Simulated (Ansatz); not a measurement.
KH9O5: ⁴¹K nuclear quadrupole resonance

Cell: a computed structure from the Materials Project (it need not be an observed phase).

```cif
data_KH9O5
_symmetry_space_group_name_H-M 'P2_1/c'
_symmetry_Int_Tables_number 14
_cell_length_a 7.1575
_cell_length_b 11.2938
_cell_length_c 7.1721
_cell_angle_alpha 90.000
_cell_angle_beta 99.182
_cell_angle_gamma 90.000
loop_
_atom_site_label
_atom_site_type_symbol
_atom_site_symmetry_multiplicity
_atom_site_Wyckoff_symbol
_atom_site_fract_x
_atom_site_fract_y
_atom_site_fract_z
K K 4 e 0.5684 0.8391 0.6502
H5 H 4 e 0.0341 0.9071 0.3788
H9 H 4 e 0.0927 0.9077 0.6033
H13 H 4 e 0.9219 0.7563 0.9879
H17 H 4 e 0.8626 0.8800 0.0725
H19 H 4 e 0.2379 0.9006 0.8963
H21 H 4 e 0.3367 0.0547 0.7586
H25 H 4 e 0.5430 0.1009 0.8378
H29 H 4 e 0.9833 0.5346 0.3408
H33 H 4 e 0.2375 0.7325 0.4665
O41 O 4 e 0.0930 0.8557 0.4883
O45 O 4 e 0.8195 0.8169 0.9765
O49 O 4 e 0.4603 0.0718 0.7216
O53 O 4 e 0.3235 0.8360 0.9581
O57 O 4 e 0.0842 0.0012 0.7824
```

One atom of each set is listed.

The numbers come from a DFT calculation in Ansatz (r2SCAN, plane waves and PAW, scalar-relativistic, 500 eV cutoff, Γ-centred 3×2×3 k-points, Fermi–Dirac smearing 0.02 eV).

⁴¹K: I = 3/2, Q = 73.40 mb (year-2017 value). Static lattice, zero field.

(1) Predict the zero-field ⁴¹K lines of each site.

(2) And for ³⁹K (I = 3/2, Q = 60.30 mb) on K?

## Answers

(1) For I = 3/2 there is one line, ν = (|C_Q|/2)(1 + η²/3)^½.

```
site  atoms  V_zz (10²¹ V/m²)  C_Q (MHz)     η  line frequencies (MHz)
   K      4              2.26       4.00  0.47                    2.07
```

(2) C_Q scales with Q to 3.29 MHz, with lines at 1.70 MHz.

The largest force is 0.6 eV/Å, so the atoms aren't at the calculated equilibrium and relaxing them would move these values.
